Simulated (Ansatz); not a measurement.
# SiC (P6_3mc), elastic constants by finite strains: input and output

Level of theory: PBEsol, PAW on Ansatz 0.2.0's default frozen-core files (fitted under PBE), scalar-relativistic.

The cell comes from a PAW relaxation under the same functional.

Launched as:

```sh
ansatz run input.yaml --threads 2 --pin off --max-ram 5120MiB --backend cpu --events-out ev --progress --plain --runs-dir out
```

Input file:

```yaml
crystal:
  lattice:
    - [3.07577195844, 0.0, 0.0]
    - [-1.53788597922, 2.66369665226, 0.0]
    - [0.0, 0.0, 5.04753130514]
  atoms:
    - { symbol: Si, position: [0.333333333333, 0.666666666667, 0.004593115546] }
    - { symbol: Si, position: [0.666666666667, 0.333333333333, 0.504593115546] }
    - { symbol: C, position: [0.333333333333, 0.666666666667, 0.380406884454] }
    - { symbol: C, position: [0.666666666667, 0.333333333333, 0.880406884454] }
kpoints:
  mp_grid: { grid: [8, 8, 6] }
scf:
  occupations: { method: fixed }
hamiltonian:
  xc: pbesol
  pseudopotentials: { kind: paw }
elastic:
  mode: relaxed_ion
  stencil: two_point
  amplitude: 0.003
```

Output (shortened where marked):

```
Warning: RAYON_NUM_THREADS=2 ignored (pool sized by the plan → 2); use --threads N
Engine: ansatz 0.2.0, aarch64-unknown-linux-gnu
Pseudopotentials: kind: paw
Pseudopotential: Si, paw, valence charge 4, recommended cutoff 420 eV (normal), Si.paw.azcp
Pseudopotential: C, paw, valence charge 4, recommended cutoff 420 eV (normal), C.paw.azcp
Functional definition: PBEsol
  exchange = pbesol_x
  correlation = pbesol_c
Crystal: 4 atoms, lattice volume = 41.354 Å³
Basis set: ecut = 420 eV, 785 PW (Γ), exchange–correlation on 48×48×72 points (8 copies of the dense FFT grid, shifted against one another)
Bands: 12, of which v1, the nominal top of the filled ones, is band 8 counted from 1 (7 counted from 0)
Symmetry: 12 space group operations
Space group: P63mc (ITA 186), of the structure as read, at distance tolerance 3.5e-5 Å
k-points: 40 of 384 (time reversal used)
Non-local potential: Si, projectors of the file, l = 0: 2, l = 1: 2, l = 2: 2
Non-local potential: C, projectors of the file, l = 0: 2, l = 1: 2, l = 2: 1
PAW form: soft (Blöchl's): semilocal exchange-correlation on the pseudo side does not see the compensation charge
PAW frozen core: Si, regenerated for the run's functional, and the local potential with it (the file was generated under x = pbe(κ = 0.804, μ = 0.2195149727645171), c = pbe(β = 0.06672455060314922))
PAW frozen core: C, regenerated for the run's functional, and the local potential with it (the file was generated under x = pbe(κ = 0.804, μ = 0.2195149727645171), c = pbe(β = 0.06672455060314922))
PAW one-centre angular grid: Si, 110 points (default); XC on 64 Gauss nodes
PAW one-centre angular grid: C, 110 points (default); XC on 64 Gauss nodes
Initial density: superposition of atomic densities (neutral atoms: chi_scale 0, normalization atom), corrected by the library's trained network
Initial wavefunctions: pseudopotential atomic-orbital guess
Functional: x = pbesol(κ = 0.804, μ = 0.12345679012345678), c = pbesol(β = 0.046)
[... 171 lines left out ...]
  reference relaxed by the batch: 3 steps; max|allowed force component| 1.17e-3 eV/Å at the deck's positions, 3.34e-7 at the last accepted step, 3.34e-7 by the solve of record
  largest displacement 3.3e-5 Å; the constants are those of the deck's cell at these positions:
  atoms:
    - { symbol: Si, position: [0.33333333333333337, 0.6666666666666667, 0.0045866703451824175] }
    - { symbol: Si, position: [0.6666666666666667, 0.33333333333333337, 0.5045866703451822] }
    - { symbol: C, position: [0.33333333333333337, 0.6666666666666667, 0.38041332965481756] }
    - { symbol: C, position: [0.6666666666666667, 0.33333333333333337, 0.8804133296548176] }
  C = ∂σ_k/∂η_j (tension-positive GPa; Voigt order 11 22 33 23 13 12):
       503.824    111.073     57.528      0.000     -0.000     -0.000
       111.073    503.824     57.528      0.000     -0.000      0.000
        57.396     57.396    544.254      0.000     -0.000     -0.000
        -0.000      0.000      0.000    149.751      0.000      0.000
         0.000     -0.000      0.000      0.000    149.751      0.000
        -0.000      0.000     -0.000     -0.000     -0.000    196.375
  reference stress σ⁰ (GPa):     -0.043     -0.043     -0.010     -0.000      0.000      0.000
  C* (energy form; C + prestress term) asymmetry max|C*_kj − C*_jk| = 9.939e-2 GPa — a small one proves nothing (zero by symmetry where the batch's group is 432, −43m or m−3m); a large one is finite-difference/SCF noise where ...
  moduli (Voigt/Reuss/Hill, GPa): K = 222.66/222.63/222.64   G = 187.57/181.08/184.32   E = 433.38   ν = 0.176
  mechanically stable: yes (min eigenvalue of sym C = 149.75 GPa)
  strain η (Voigt 11):  stress-route row diagonal C_11 = 503.82 GPa, energy-path curvature d²(F+E_count+ΔE)/dδ²/Ω₀ = 503.07 GPa
         δ    σ_11 (GPa)             F (eV)   n_scf  n_hpsi   n_pw
    -3.000e-3      -1.5667       -1737.4026474      10   20178    820   relax 4 steps, max|allowed force component| 2.90e-6 eV/Å
     3.000e-3       1.4562       -1737.4027316      10   20175    826   relax 3 steps, max|allowed force component| 4.09e-7 eV/Å
  strain η (Voigt 33):  stress-route row diagonal C_33 = 544.25 GPa, energy-path curvature d²(F+E_count+ΔE)/dδ²/Ω₀ = 544.51 GPa
         δ    σ_33 (GPa)             F (eV)   n_scf  n_hpsi   n_pw
    -3.000e-3      -1.6517       -1737.4025997      10    9594    820   relax 3 steps, max|allowed force component| 1.62e-6 eV/Å
     3.000e-3       1.6139       -1737.4026372      10    9603    822   relax 3 steps, max|allowed force component| 2.56e-6 eV/Å
  strain η (Voigt 23):  stress-route row diagonal C_44 = 149.75 GPa, energy-path curvature d²(F+E_count+ΔE)/dδ²/Ω₀ = 149.80 GPa
         δ    σ_23 (GPa)             F (eV)   n_scf  n_hpsi   n_pw
    -3.000e-3      -0.4493       -1737.4030917      10   27763    820   relax 3 steps, max|allowed force component| 9.02e-6 eV/Å
     3.000e-3       0.4493       -1737.4030917      10   27320    820   relax 4 steps, max|allowed force component| 1.01e-6 eV/Å
```

The calculation finished and met its thresholds.

Elastic moduli:

Elastic constants of a crystal by Kohn-Sham DFT: slopes of the stress over finite engineering strains of the given cell, Voigt indices, Cartesian axes as in the input; Hill averages of a grain aggregate, Debye temperature from the mean sound speed over directions.

```json
{
 "Bulk modulus": "222.6 GPa",
 "Shear modulus": "184.3 GPa",
 "Young modulus": "433.4 GPa",
 "Poisson ratio": "0.1756",
 "Bulk over shear modulus": "1.208",
 "Elastic anisotropy index": "0.1793",
 "Least young modulus": "387.4 GPa",
 "Largest young modulus": "533.5 GPa",
 "Longitudinal sound speed": "12060 m/s",
 "Transverse sound speed": "7566 m/s",
 "Elastic debye temperature": "1134 K",
 "Linear compressibility (x, y, z)": "1.484, 1.484, 1.524 1/TPa"
}
```

### Elastic constants

```
Pressure at rest         : 0.032 GPa
Least elastic eigenvalue : 149.8 GPa
Elastically stable       : yes
```

```csv
index,elastic (GPa)
11,503.8
12,111.1
13,57.46
33,544.2
44,149.8
```

Strained cells:

Stress of each strained cell less that at rest, tension positive.

| strain component | strain | stress xx (GPa) | stress yy (GPa) | stress zz (GPa) | stress yz (GPa) | stress xz (GPa) | stress xy (GPa) | relaxation steps |
| --- | --- | --- | --- | --- | --- | --- | --- | --- |
| xx | -0.003 | -1.524 | -0.3355 | -0.1733 | 0 | 0 | 0 | 4 |
| xx | 0.003 | 1.499 | 0.3309 | 0.1711 | 0 | 0 | 0 | 3 |
| zz | -0.003 | -0.1761 | -0.1761 | -1.641 | 0 | 0 | 0 | 3 |
| zz | 0.003 | 0.169 | 0.169 | 1.624 | 0 | 0 | 0 | 3 |
| yz | -0.003 | -0.0008 | 0.001 | -0.0009 | -0.4492 | 0 | 0 | 3 |
| yz | 0.003 | -0.0008 | 0.001 | -0.0009 | 0.4492 | 0 | 0 | 4 |

Keep in mind: frozen-core PAW files fitted under PBE, their cores solved anew for the functional of the run; constants at zero field, no piezoelectric stiffening.

Time and hardware: 57 s on 2 threads of Arm Neoverse V1, with other jobs on the host, peak memory 0.37 GiB.
